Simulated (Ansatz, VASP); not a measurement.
# Rb: VASP beside Ansatz

```
Rb
1.0
    -2.77794    2.80600    2.80600
     2.77794   -2.80600    2.80600
     2.77794    2.80600   -2.80600
Rb
1
Direct
  0.00000 0.00000 0.00000
```

Change from the starting cell: strain -0.0100 x Voigt [1, 0, 0, 0, 0, 0], atoms carried along.

Alike in both runs: task single point; functional PBEsol; k mesh 12 × 12 × 12; occupations gaussian, width 0.15 eV; no spin polarisation.

```csv
,VASP,Ansatz
version,VASP 6.6.1,Ansatz 0.2.0
potentials or method,"VASP PAW PBE potentials, release 64 (Rb_sv)","scalar-relativistic, plane waves, PAW"
plane-wave cutoff (eV),520,420
valence electrons in the cell,9,9
```

```csv
,VASP,Ansatz,Ansatz less VASP
gap on the k mesh at the Fermi level (eV),none,none,-
pressure (GPa),0.0,0.0,0.00
```

A gap of «none» marks a metal or a gap that the smearing closes.

Caveats: the PAW data sets were made with another functional, which shifts forces and pressure a little (VASP).
